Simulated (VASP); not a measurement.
# KBr (Pm-3m) in VASP: a series of runs, part 2 of 2

VASP 6.6.1.

## (4) Single point, PBE

Input file INCAR:

```
  PREC = Accurate
  ENCUT = 450
  EDIFF = 1E-5
  ISMEAR = 0
  SIGMA = 0.05
  LREAL = False
  LASPH = True
  NELM = 100
  ALGO = Normal
  ISIF = 2
  LWAVE = False
  LCHARG = False
  GGA = PE
  NBANDS = 14
  ADDGRID = False
```

Input file KPOINTS:

```
Automatic mesh
0
Gamma
  5 5 5
```

Input file POSCAR:

```
KBr
1.0
    4.0434990000      0.0000000000      0.0000000000
    0.0000000000      4.0434990000      0.0000000000
    0.0000000000      0.0000000000      4.0434990000
Br K
1 1
Direct
    0.5000000000      0.5000000000      0.5000000000
    0.0000000000      0.0000000000      0.0000000000
```

Potentials or basis: VASP PAW PBE potentials, release 64 (Br, K_pv).

Run with:

```
> cat potpaw_PBE.64/Br/POTCAR potpaw_PBE.64/K_pv/POTCAR > POTCAR
> mpirun -np 1 vasp_std > vasp.out
```

OUTCAR:

```text
PREC = Accurate
   ENCUT = 450
   EDIFF = 1E-5
   ISMEAR = 0
   LREAL = False
   LASPH = True
   NELM = 100
   ISIF = 2
   GGA = PE

 Found     10 irreducible k-points:

 Following reciprocal coordinates:
            Coordinates               Weight
  0.000000  0.000000  0.000000      1.000000
  0.200000  0.000000  0.000000      6.000000
  0.400000  0.000000  0.000000      6.000000
  0.200000  0.200000  0.000000     12.000000
  0.400000  0.200000  0.000000     24.000000
  0.400000  0.400000  0.000000     12.000000
   k-points           NKPTS =     10   k-points in BZ     NKDIM =     10   number of bands    NBANDS=     14
   number of dos      NEDOS =    301   number of ions     NIONS =      2
   total plane-waves  NPLWV =  21952
   dimension x,y,z NGX =    28 NGY =   28 NGZ =   28
   dimension x,y,z NGXF=    56 NGYF=   56 NGZF=   56
   ions per type =               1   1
   NGX,Y,Z   is equivalent  to a cutoff of  11.51, 11.51, 11.51 a.u.
   NGXF,Y,Z  is equivalent  to a cutoff of  23.02, 23.02, 23.02 a.u.
 SYSTEM =  unknown system
   PREC   = accura    normal or accurate (medium, high low for compatibility)
   ISTART =      0    job   : 0-new  1-cont  2-samecut
   ICHARG =      2    charge: 1-file 2-atom 10-const
   ISPIN  =      1    spin polarized calculation?
   LNONCOLLINEAR =      F non collinear calculations
   LSORBIT =      F    spin-orbit coupling
   LASPH  =      T    aspherical Exc in radial PAW
   ENCUT  =  450.0 eV  33.07 Ry    5.75 a.u.   6.99  6.99  6.99*2*pi/ulx,y,z
   NELM   =    100;   NELMIN=  2; NELMDL= -5     # of ELM steps
   EDIFF  = 0.1E-04   stopping-criterion for ELM
   LREAL  =      F    real-space projection
   EDIFFG = 0.1E-03   stopping-criterion for IOM
   NSW    =      0    number of steps for IOM
   IBRION =     -1    ionic relax: 0-MD 1-quasi-New 2-CG
[... 14 lines left out ...]
     AMIX     =   0.40;   BMIX     =  1.00
     AMIX_MAG =   1.60;   BMIX_MAG =  1.00
  volume/ion in A,a.u.               =      33.06       223.07
  Fermi-wavevector in a.u.,A,eV,Ry     =   0.975799  1.843992 12.955234  0.952183
  Thomas-Fermi vector in A             =   2.106367
   LORBIT       =      0    0 simple, 1 ext, 2 COOP (PROOUT), +10 PAW based schemes
   GGA     = PE    functional components
[... 5 lines left out ...]
 non-spin polarized calculation
 Gauss-broadening in eV      SIGMA  =   0.05
  energy-cutoff  :      450.00
  volume of cell :       66.11
 maximum number of plane-waves:      1445
 NGX is ok and might be reduce to    28
   NGX = 13   NGY = 13   NGZ = 13

 number of electron      13.9999998 magnetization

 Free energy of the ion-electron system (eV)
  ---------------------------------------------------
  ext. energy  EPLUGINS =         0.00000000
  ---------------------------------------------------
  free energy    TOTEN  =        -6.04106890 eV

  energy without entropy =       -6.04106890  energy(sigma->0) =       -6.04106890

 E-fermi :  -1.7675     XC(G=0):  -7.7939

 val. band max:       -2.0019871719   @ k =   0.4000   0.4000   0.0000
 cond. band min:       1.8995742784   @ k =   0.0000   0.0000   0.0000
 fundamental gap:      3.9015614503
 Fermi energy:        -1.7675337771

 k-point     1 :       0.0000    0.0000    0.0000
  band No.  band energies     occupation
      1     -14.7394      2.00000
      2     -14.0393      2.00000
      3     -14.0393      2.00000
      4     -14.0393      2.00000
      5      -2.2184      2.00000
      6      -2.2184      2.00000
      7      -2.2184      2.00000
      8       1.8996      0.00000
      9       3.8934      0.00000
     10       3.8934      0.00000
     11       7.8467      0.00000
     12       7.8467      0.00000
     13       7.8467      0.00000
     14      10.5887      0.00000

 k-point     2 :       0.2000    0.0000    0.0000
  band No.  band energies     occupation
      1     -14.8023      2.00000
      2     -14.0327      2.00000
      3     -14.0327      2.00000
      4     -13.9678      2.00000
      5      -2.9353      2.00000
      6      -2.2083      2.00000
      7      -2.2083      2.00000
      8       2.7386      0.00000
      9       4.1978      0.00000
     10       4.6622      0.00000
     11       7.7323      0.00000
     12       7.7323      0.00000
     13       8.0260      0.00000
     14       9.2148      0.00000

 k-point     3 :       0.4000    0.0000    0.0000
  band No.  band energies     occupation
      1     -14.8946      2.00000
      2     -14.0220      2.00000
      3     -14.0220      2.00000
      4     -13.8572      2.00000
      5      -3.7801      2.00000
      6      -2.1926      2.00000
      7      -2.1926      2.00000
      8       4.1627      0.00000
      9       4.9848      0.00000
     10       5.6866      0.00000
     11       7.3747      0.00000
     12       7.7731      0.00000
     13       7.7731      0.00000
     14       8.3818      0.00000

 k-point     4 :       0.2000    0.2000    0.0000
  band No.  band energies     occupation
      1     -14.7949      2.00000
      2     -14.0881      2.00000
      3     -14.0266      2.00000
      4     -13.9196      2.00000
      5      -2.9738      2.00000
      6      -2.6908      2.00000
      7      -2.1757      2.00000
      8       3.3649      0.00000
      9       4.5534      0.00000
     10       5.1437      0.00000
     11       7.1198      0.00000
     12       7.3957      0.00000
     13       8.2844      0.00000
     14       9.0300      0.00000

 k-point     5 :       0.4000    0.2000    0.0000
  band No.  band energies     occupation
      1     -14.8019      2.00000
      2     -14.0853      2.00000
      3     -14.0168      2.00000
      4     -13.9118      2.00000
      5      -3.6135      2.00000
      6      -2.6670      2.00000
      7      -2.1222      2.00000
      8       4.3186      0.00000
      9       4.7419      0.00000
     10       6.0193      0.00000
     11       6.9127      0.00000
     12       7.1970      0.00000
     13       7.4692      0.00000
     14       8.5910      0.00000

 k-point     6 :       0.4000    0.4000    0.0000
  band No.  band energies     occupation
      1     -14.6072      2.00000
      2     -14.1667      2.00000
      3     -14.0635      2.00000
      4     -14.0083      2.00000
      5      -3.3510      2.00000
      6      -3.2598      2.00000
      7      -2.0020      2.00000
      8       3.5763      0.00000
      9       4.6086      0.00000
     10       6.2537      0.00000
     11       6.4718      0.00000
     12       7.5455      0.00000
     13       7.6132      0.00000
     14       9.3550      0.00000

 [... further k-points ...]

------------------------ aborting loop because EDIFF is reached ----------------------------------------

  FORCE on cell =-STRESS in cart. coord.  units (eV):
  Direction    XX          YY          ZZ          XY          YZ          ZX
  --------------------------------------------------------------------------------------
  -------------------------------------------------------------------------------------
  Total        0.0498311      0.0498311      0.0498311      0.0000000      0.0000000      0.0000000
  in kB        1.2076432      1.2076432      1.2076432      0.0000000      0.0000000      0.0000000
  external PRESSURE =       1.2076432 kB  Pullay stress =       0.0000000 kB

 VOLUME and BASIS-vectors are now :
 -----------------------------------------------------------------------------
  energy-cutoff  :      450.00
  volume of cell :       66.11
      direct lattice vectors                 reciprocal lattice vectors
     4.043499000  0.000000000  0.000000000     0.247310559  0.000000000  0.000000000
     0.000000000  4.043499000  0.000000000     0.000000000  0.247310559  0.000000000
     0.000000000  0.000000000  4.043499000     0.000000000  0.000000000  0.247310559

 POSITION                                       TOTAL-FORCE (eV/Angst)
 -----------------------------------------------------------------------------------
      2.02175      2.02175      2.02175         0.000000      0.000000      0.000000
      0.00000      0.00000      0.00000         0.000000      0.000000      0.000000
 -----------------------------------------------------------------------------------
    total drift:                                0.000000      0.000000      0.000000

  FREE ENERGIE OF THE ION-ELECTRON SYSTEM (eV)
  ---------------------------------------------------
  free  energy   TOTEN  =        -6.0410688967 eV

  energy  without entropy=       -6.0410688967  energy(sigma->0) =       -6.04106890
```

It took 5.1 s on 1 thread of Intel Xeon Platinum 8488C (Sapphire Rapids), shared host; peak memory 0.16 GiB.

These settings aren't checked as converged: the numbers below hold their error.

What came out:

* Free energy: -6.0411 eV
* Pressure: 0.1 GPa
* Band gap on the k mesh: 3.90 eV, indirect (least direct gap 4.12 eV)

Caveat: an odd mesh through Γ misses points on the zone boundary, where band edges often lie.

## (5) Single point, PBE

INCAR: that of step 4 with these lines changed.

```diff
@@ -2,3 +2,3 @@
   ENCUT = 450
-  EDIFF = 1E-5
+  EDIFF = 1E-6
   ISMEAR = 0
@@ -14,2 +14,2 @@
   NBANDS = 14
-  ADDGRID = False
+  ADDGRID = True
```

KPOINTS is that of step 4.

POSCAR is that of step 4.

Run with:

```
> cat potpaw_PBE.64/Br/POTCAR potpaw_PBE.64/K_pv/POTCAR > POTCAR
> mpirun -np 1 vasp_std > vasp.out
```

Run time: 9.8 s. Hardware: 1 thread of Intel Xeon Platinum 8488C (Sapphire Rapids), shared host; peak memory 0.24 GiB.

The run converged, but some of its settings lie outside the range that counts as converged, so its numbers aren't taken as properties of the crystal.

Results:

```yaml
Free_energy: -6.0411 eV
Pressure: 0.1 GPa
Band_gap_on_the_k_mesh: 3.90 eV, indirect (least direct gap 4.12 eV)
```

Caveat: an odd mesh through Γ misses points on the zone boundary, where band edges often lie.

## (6) The reference run

An earlier run on the cell as given: functional PBE; potentials or basis VASP PAW PBE potentials, release 64 (Br, K_sv); cutoff 520 eV; k mesh 7 × 7 × 7; occupations fermi-dirac, width 0.05 eV; no spin polarisation.

- Pressure: 0.0 GPa
- Band gap on the k mesh: 3.89 eV, indirect (least direct gap 4.12 eV)
